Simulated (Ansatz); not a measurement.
# Cu/hBN/Cu: predicting the conductance of a thicker barrier

Set-up. Ansatz 0.2.0, plane waves with PAW datasets, PBE. Interfaces are relaxed in a short slab (with D3(BJ) where the barrier is layered), set between ideal electrode layers that go on as semi-infinite leads, and the zero-bias conductance G at 300 K comes from T(E) on a typed mesh. The error is the largest of the program's estimates from energy step, mesh, the leads' potential steps and neutrality; its separate bound for narrow resonances between the energies solved isn't counted and can be far larger. The lower electrode is Cu (fcc 111), the upper Cu (fcc 111) and the barrier hBN (sheets), on a net of side 2.567 Å; d is the distance between the electrodes' last planes.

Runs in hand:

| planes in the barrier | d (Å) | G (S/m²) | error (%) | lead step (meV) |
| --- | --- | --- | --- | --- |
| 1 | 5.89 | 1.16e14 | 3 | 21 |
| 3 | 12.57 | 2.26e11 | 7 | 20 |
| 5 | 19.26 | 5.85e8 | 11 | 20 |

Q: A further run has 7 planes, d = 25.95 Å. Fit G ∝ exp(−βd) to the rows shown and predict its conductance.

Working: Take y = ln G: 32.39, 26.15 and 20.19. The means are d = 12.57 Å and y = 26.24; Σ(Δd Δy) = −81.56 and Σ(Δd)² = 89.38, so the slope is −0.913 Å⁻¹ (β = 0.913 Å⁻¹). At d = 25.95 Å, y = 26.24 − 0.913 × 13.38 = 14.03, or G = 1.24e6 S/m².

What the calculation gave: The run gave 1.69e6 S/m², with an error estimate of 15 % and a lead step of 20 meV. The prediction is 0.735 times that, too low by 26 %. That lies within the runs' own error estimates, carried through the fit.

Caveats: The interfaces are ideal, one cell wide, strained to a common net and relaxed from one registry with their symmetry kept. PBE's gaps are too small, so true decay constants are likely larger where the Fermi level lies deep in a gap. No spin-orbit coupling, phonons, disorder or image charges enter. The rows shown are chosen by tests on error estimates (under 100 to 120 %), lead steps (under 150 meV, though the program warns over 25), intact interfaces and, for fits, a steady trend in the rows shown; the data set holds 414 series of this kind, and not all pass.
